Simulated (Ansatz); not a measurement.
Runs of Ansatz 0.2.0 on Cu. It takes space group P6_3/mmc (No. 194, hexagonal). Conventional cell: a = 2.534 Å, b = 2.534 Å, c = 4.113 Å, α = 90.00°, β = 90.00°, γ = 120.00°. Around Cu (site symmetry -6m2) lie 12 Cu at 2.52 to 2.53 Å. This isn't the form of Cu at room conditions, which is fcc.

| task | level | cell | cutoff (eV) | points for each segment of the path | gap on the mesh (eV) | pressure (GPa) | relaxed volume (Å³/atom) |
| --- | --- | --- | --- | --- | --- | --- | --- |
| band structure | HSEsol | as given | 420 | 4 | none | (a) | - |
| single point | r2SCAN0 | as given | 500 | - | none | 4.1 | - |
| relaxation of cell and atoms | HSE06 | relaxed | 420 | - | none | 0.0 | 12.11 |
| relaxation of cell and atoms | HSE03 | relaxed | 420 | - | none | 0.0 | 12.13 |
| single point | r2SCAN50 | as given | 500 | - | none | (b) | - |

Alike in all rows: potentials or basis Ansatz PAW; no spin polarisation; k mesh 6 × 6 × 4; smearing fermi-dirac 0.05 eV; the mesh is coarse, so values aren't converged.

Task: Estimate the missing entries.

Result: (a) 2.0; (b) 7.4.

Caveats: all runs use coarse meshes; the PAW data sets come from PBE, with cores solved anew for the run's functional, which leaves a small shift of forces and pressure; the thresholds are loose for stress (some runs); the plane-wave basis is chosen anew once the cell has moved, so the energies of steps on either side of that aren't comparable (some runs).

A gap of «none» marks a metal or a gap under the smearing width.
